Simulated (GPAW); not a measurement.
Runs of GPAW 26.7.0 on Ge. It takes space group R-3 (No. 148, trigonal). The conventional cell has a = 10.025 Å, b = 10.025 Å, c = 5.966 Å, α = 90.00°, β = 90.00°, γ = 120.00°. Ge (site symmetry 1) is surrounded by 4 Ge at 2.50 to 2.54 Å. Ge (site symmetry 3) has 4 Ge at 2.53 to 2.56 Å as nearest neighbours. This isn't the form of Ge at room conditions, which is diamond.

| task | level | potentials or basis | k mesh | band path | band points | pressure (GPa) | largest force (eV/Å) |
| --- | --- | --- | --- | --- | --- | --- | --- |
| band structure | LDA | the program's PAW data sets (release 1.2.1) made for this functional, pw | 4 × 4 × 4 | GPZQGFP1Q1LZ | 80 | (b) | 0.11 |
| band structure | r2SCAN | GPAW PAW data sets (gpaw-data 1.2.1), pw | 4 × 4 × 4 | GPZQGFP1Q1LZ | 80 | -2.8 | 0.18 |
| single point | PBEsol | PAW data sets generated in the run's folder for this functional, pw | 6 × 6 × 6 | - | - | (a) | 0.04 |
| band structure | PBEsol | PAW data sets generated in the run's folder for this functional, pw | 4 × 4 × 4 | GPZQGFP1Q1LZ | 80 | -3.1 | 0.05 |

Alike in all rows: no spin polarisation; cell as given; cutoff (eV) 600; smearing fermi-dirac 0.05 eV.

Problem. Estimate the missing entries.

Solution. (a) -3.0; (b) -4.8.

Caveats: the PAW data sets were made with another functional, which shifts forces and pressure a little (some runs).

Not every run made on this cell is shown here.
